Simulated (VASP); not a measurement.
Wanted: the native input for a VASP 6.6.1 run.

```
Task                   : single point
Functional             : PBE
Potentials or basis    : VASP PAW PBE potentials, release 64 (Ta_pv, Si)
Cutoff                 : 520 eV
k mesh                 : 6 × 6 × 4
Occupations            : gaussian, width 0.1 eV
Spin                   : no spin polarisation
Dipole correction      : no
Further INCAR settings : ALGO = Normal; EDIFF = 1e-07; NBANDS = 38
```

The structure of TaSi2 lies in POSCAR:

```
TaSi2
1.0
    4.7839004637      0.0000000000      0.0000000000
   -2.3919502318      4.1429793307      0.0000000000
    0.0000000000      0.0000000000      6.5700000000
Ta Si
3 6
Direct
    0.5000000000      0.0000000000      0.0000000000
    0.5000000000      0.5000000000      0.6666666667
    0.0000000000      0.5000000000      0.3333333333
    0.1589700000      0.3179400000      0.0000000000
    0.8410300000      0.1589700000      0.6666666667
    0.6820600000      0.8410300000      0.3333333333
    0.8410300000      0.6820600000      0.0000000000
    0.1589700000      0.8410300000      0.6666666667
    0.3179400000      0.1589700000      0.3333333333
```

These files were run (other wordings do the same):

INCAR

```
SYSTEM = TaSi2
PREC = Accurate ; ENCUT = 520
EDIFF = 1E-7 ; ISMEAR = 0
SIGMA = 0.1 ; LREAL = .FALSE.
LASPH = .TRUE. ; NELM = 100
ALGO = Normal ; ISIF = 2
LWAVE = .FALSE. ; LCHARG = .FALSE.
GGA = PE ; NBANDS = 38
```

KPOINTS

```
Automatic mesh
0
G
  6 6 4
  0 0 0
```

Potentials or basis: VASP PAW PBE potentials, release 64 (Ta_pv, Si).

Launch:

```sh
$ cat potpaw_PBE.64/Ta_pv/POTCAR potpaw_PBE.64/Si/POTCAR > POTCAR
$ mpirun -np 1 vasp_std > vasp.out
```

It gave:

```json
{
  "Pressure": "2.6 GPa",
  "Largest force": "0.021 eV/Å",
  "Band gap on the k mesh": "none (metal or under the smearing width)"
}
```

It took 78 s on 1 thread of Intel(R) Xeon(R) Platinum 8488C (Sapphire Rapids) (shared host), peak memory 0.27 GiB.
